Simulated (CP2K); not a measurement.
Runs of CP2K 2026.2 on Re. The structure is hexagonal, space group P6_3/mmc (No. 194). Conventional cell: a = 2.761 Å, b = 2.761 Å, c = 4.458 Å, α = 90.00°, β = 90.00°, γ = 120.00°. Around Re (site symmetry -6m2) lie 12 Re at 2.74 to 2.76 Å. 

```csv
level,potentials or basis,smearing,EPS_DEFAULT,NGRIDS,basis sets,potentials,points a segment of the path (NPOINTS),gap on the mesh (eV),pressure (GPa)
TB-mBJ,POTENTIAL_UZH Re GTH-PBE-q15; TZVP-MOLOPT-PBE-GTH basis,fermi-dirac 0.05 eV,1.0E-9,5,Re TZVP-MOLOPT-PBE-GTH-q15,Re GTH-PBE-q15 of POTENTIAL_UZH,10,none,-
PBE,POTENTIAL_UZH Re GTH-PBE-q15; TZVP-MOLOPT-PBE-GTH basis,fermi-dirac 0.0259 eV,1.0E-10,4,Re TZVP-MOLOPT-PBE-GTH-q15,Re GTH-PBE-q15 of POTENTIAL_UZH,6,none,4.0
PBE,POTENTIAL_UZH Re GTH-PBE-q15; TZVP-MOLOPT-PBE-GTH basis,fermi-dirac 0.0259 eV,1.0E-9,4,Re TZVP-MOLOPT-PBE-GTH-q15,Re GTH-PBE-q15 of POTENTIAL_UZH,6,none,4.0
r2SCAN,POTENTIAL_UZH Re GTH-SCAN-q15; TZVP-MOLOPT-SCAN-GTH basis,fermi-dirac 0.01 eV,1.0E-9,5,Re TZVP-MOLOPT-SCAN-GTH-q15,Re GTH-SCAN-q15 of POTENTIAL_UZH,8,none,-4.9
LDA,GTH_POTENTIALS Re GTH-PADE-q15; TZVP-MOLOPT-PBE-GTH basis,fermi-dirac 0.01 eV,1.0E-9,5,Re TZVP-MOLOPT-PBE-GTH-q15,Re GTH-PADE-q15 of GTH_POTENTIALS,6,none,(a)
PBEsol,POTENTIAL_UZH Re GTH-PBE-q15; TZVP-MOLOPT-PBE-GTH basis,fermi-dirac 0.05 eV,1.0E-9,5,Re TZVP-MOLOPT-PBE-GTH-q15,Re GTH-PBE-q15 of POTENTIAL_UZH,6,none,-4.3
```

Alike in all rows: task band structure; no spin polarisation; cell as given; k mesh 11 × 11 × 6.

**Question.** Estimate the missing entries.

**Answer.** (a) -12.1.

Caveats: spin-orbit coupling is left out, which moves the levels of the heavy elements; the basis of atomic orbitals isn't converged, which shifts pressures, moduli and gaps; the potentials were made for another functional, which shifts forces and pressure (some runs); this is a model potential without an energy functional, so only levels have meaning (some runs).

A k mesh can miss the band edges, and the runs leave out spin-orbit coupling on Re.

A gap of «none» marks a metal or a gap under the smearing width.
